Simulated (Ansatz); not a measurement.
# Band structure of MoP

```
CELL_PARAMETERS angstrom
3.23476 0.00000 0.00000
-1.61738 2.80138 0.00000
0.00000 0.00000 3.18228
ATOMIC_POSITIONS crystal
Mo 0.00000 0.00000 0.00000
P 0.33333 0.66667 0.50000
```

Atoms are numbered in the order listed.

Conventional cell: a = 3.235 Å, b = 3.235 Å, c = 3.182 Å, α = 90.00°, β = 90.00°, γ = 120.00°. Mo (atom 1) has 6 P at 2.45 Å as nearest neighbours. P (atom 2) has 6 Mo at 2.45 Å as nearest neighbours.

Structure from Materials Project entry mp-219 (possibly hypothetical), not relaxed further.

Spin polarisation is left out, and whether a magnetic state lies lower isn't shown here.

Level of theory: Ansatz 0.2.0, DFT, PBE, all-electron LAPW, Dirac equation with spin-orbit coupling.

Settings: a Γ-centred 12×12×10 k mesh, Fermi–Dirac smearing of 0.03 eV, basis error target 1 meV/atom, no spin polarisation.

Points in fractions of the reciprocal vectors of this cell: Γ (0, 0, 0), M (0.5, 0, 0), K (0.333, 0.333, 0), A (0, 0, 0.5), L (0.5, 0, 0.5), H (0.333, 0.333, 0.5). The path joins them by straight lines in the order Γ–M–K–Γ–A–L–H–A–L; legs that retrace an earlier one aren't tabulated. Energies are in eV from the Fermi level.

Task: Metal or insulator at this level of theory?

Result: No gap opens: metallic or semimetallic.

Task: Tabulate bands 42 to 47, counted from the lowest band of the run, along the path.

Result: 
```json
{"k (1/Å)": "0.00", "point": "Γ", "band 42": "-0.65", "band 43": "0.23", "band 44": "0.23", "band 45": "0.33", "band 46": "0.33", "band 47": "4.09"}
{"k (1/Å)": "0.22", "point": "", "band 42": "-1.51", "band 43": "0.20", "band 44": "0.20", "band 45": "1.28", "band 46": "1.28", "band 47": "3.37"}
{"k (1/Å)": "0.45", "point": "", "band 42": "-2.50", "band 43": "0.02", "band 44": "0.02", "band 45": "2.17", "band 46": "2.17", "band 47": "2.62"}
{"k (1/Å)": "0.67", "point": "", "band 42": "-2.14", "band 43": "-0.19", "band 44": "-0.19", "band 45": "1.58", "band 46": "1.58", "band 47": "2.37"}
{"k (1/Å)": "0.90", "point": "", "band 42": "-1.57", "band 43": "-0.35", "band 44": "-0.35", "band 45": "1.83", "band 46": "1.83", "band 47": "1.95"}
{"k (1/Å)": "1.12", "point": "M", "band 42": "-1.32", "band 43": "-0.41", "band 44": "-0.41", "band 45": "1.67", "band 46": "1.67", "band 47": "2.31"}
{"k (1/Å)": "1.25", "point": "", "band 42": "-1.27", "band 43": "-0.54", "band 44": "-0.52", "band 45": "1.52", "band 46": "1.53", "band 47": "2.22"}
{"k (1/Å)": "1.38", "point": "", "band 42": "-1.11", "band 43": "-0.84", "band 44": "-0.80", "band 45": "1.19", "band 46": "1.20", "band 47": "1.97"}
{"k (1/Å)": "1.51", "point": "", "band 42": "-1.13", "band 43": "-0.83", "band 44": "-0.78", "band 45": "0.85", "band 46": "0.86", "band 47": "1.59"}
{"k (1/Å)": "1.64", "point": "", "band 42": "-1.36", "band 43": "-0.42", "band 44": "-0.33", "band 45": "0.61", "band 46": "0.63", "band 47": "1.12"}
{"k (1/Å)": "1.77", "point": "K", "band 42": "-1.44", "band 43": "-0.18", "band 44": "-0.02", "band 45": "0.61", "band 46": "0.62", "band 47": "0.73"}
{"k (1/Å)": "2.03", "point": "", "band 42": "-1.17", "band 43": "-0.88", "band 44": "-0.84", "band 45": "0.56", "band 46": "0.57", "band 47": "1.76"}
{"k (1/Å)": "2.29", "point": "", "band 42": "-1.88", "band 43": "-0.68", "band 44": "-0.63", "band 45": "1.04", "band 46": "1.09", "band 47": "2.24"}
{"k (1/Å)": "2.55", "point": "", "band 42": "-2.63", "band 43": "-0.16", "band 44": "-0.13", "band 45": "1.84", "band 46": "1.93", "band 47": "2.68"}
{"k (1/Å)": "2.80", "point": "", "band 42": "-1.67", "band 43": "0.17", "band 44": "0.18", "band 45": "1.49", "band 46": "1.50", "band 47": "3.17"}
{"k (1/Å)": "3.06", "point": "Γ", "band 42": "-0.65", "band 43": "0.23", "band 44": "0.23", "band 45": "0.33", "band 46": "0.33", "band 47": "4.09"}
{"k (1/Å)": "3.26", "point": "", "band 42": "-0.73", "band 43": "-0.16", "band 44": "-0.16", "band 45": "-0.12", "band 46": "-0.05", "band 47": "4.37"}
{"k (1/Å)": "3.46", "point": "", "band 42": "-0.92", "band 43": "-0.91", "band 44": "-0.80", "band 45": "-0.54", "band 46": "-0.54", "band 47": "4.45"}
{"k (1/Å)": "3.66", "point": "", "band 42": "-1.48", "band 43": "-1.48", "band 44": "-1.42", "band 45": "0.13", "band 46": "0.13", "band 47": "3.86"}
{"k (1/Å)": "3.85", "point": "", "band 42": "-1.69", "band 43": "-1.64", "band 44": "-1.64", "band 45": "0.98", "band 46": "0.98", "band 47": "3.17"}
{"k (1/Å)": "4.05", "point": "A", "band 42": "-1.75", "band 43": "-1.60", "band 44": "-1.60", "band 45": "1.41", "band 46": "1.41", "band 47": "2.87"}
{"k (1/Å)": "4.28", "point": "", "band 42": "-1.88", "band 43": "-1.46", "band 44": "-1.46", "band 45": "1.49", "band 46": "1.49", "band 47": "2.65"}
{"k (1/Å)": "4.50", "point": "", "band 42": "-2.18", "band 43": "-0.87", "band 44": "-0.87", "band 45": "1.67", "band 46": "1.67", "band 47": "2.43"}
{"k (1/Å)": "4.72", "point": "", "band 42": "-2.14", "band 43": "0.01", "band 44": "0.01", "band 45": "1.83", "band 46": "1.83", "band 47": "2.64"}
{"k (1/Å)": "4.95", "point": "", "band 42": "-1.53", "band 43": "0.94", "band 44": "0.94", "band 45": "1.90", "band 46": "1.90", "band 47": "3.17"}
{"k (1/Å)": "5.17", "point": "L", "band 42": "-1.04", "band 43": "1.39", "band 44": "1.39", "band 45": "1.87", "band 46": "1.87", "band 47": "3.53"}
{"k (1/Å)": "5.30", "point": "", "band 42": "-1.10", "band 43": "1.56", "band 44": "1.58", "band 45": "1.85", "band 46": "1.89", "band 47": "3.46"}
{"k (1/Å)": "5.43", "point": "", "band 42": "-1.24", "band 43": "1.75", "band 44": "1.77", "band 45": "2.08", "band 46": "2.19", "band 47": "3.34"}
{"k (1/Å)": "5.56", "point": "", "band 42": "-1.33", "band 43": "1.69", "band 44": "1.70", "band 45": "2.74", "band 46": "2.87", "band 47": "3.24"}
{"k (1/Å)": "5.69", "point": "", "band 42": "-1.31", "band 43": "1.60", "band 44": "1.60", "band 45": "3.21", "band 46": "3.29", "band 47": "3.51"}
{"k (1/Å)": "5.82", "point": "H", "band 42": "-1.27", "band 43": "1.54", "band 44": "1.55", "band 45": "3.21", "band 46": "3.31", "band 47": "4.10"}
{"k (1/Å)": "6.08", "point": "", "band 42": "-1.62", "band 43": "1.74", "band 44": "1.74", "band 45": "2.52", "band 46": "2.63", "band 47": "3.06"}
{"k (1/Å)": "6.34", "point": "", "band 42": "-2.20", "band 43": "0.77", "band 44": "0.82", "band 45": "1.87", "band 46": "1.88", "band 47": "2.65"}
{"k (1/Å)": "6.60", "point": "", "band 42": "-2.28", "band 43": "-0.58", "band 44": "-0.54", "band 45": "1.72", "band 46": "1.73", "band 47": "2.38"}
{"k (1/Å)": "6.86", "point": "", "band 42": "-1.92", "band 43": "-1.39", "band 44": "-1.38", "band 45": "1.52", "band 46": "1.52", "band 47": "2.58"}
{"k (1/Å)": "7.11", "point": "A", "band 42": "-1.75", "band 43": "-1.60", "band 44": "-1.60", "band 45": "1.41", "band 46": "1.41", "band 47": "2.87"}
```
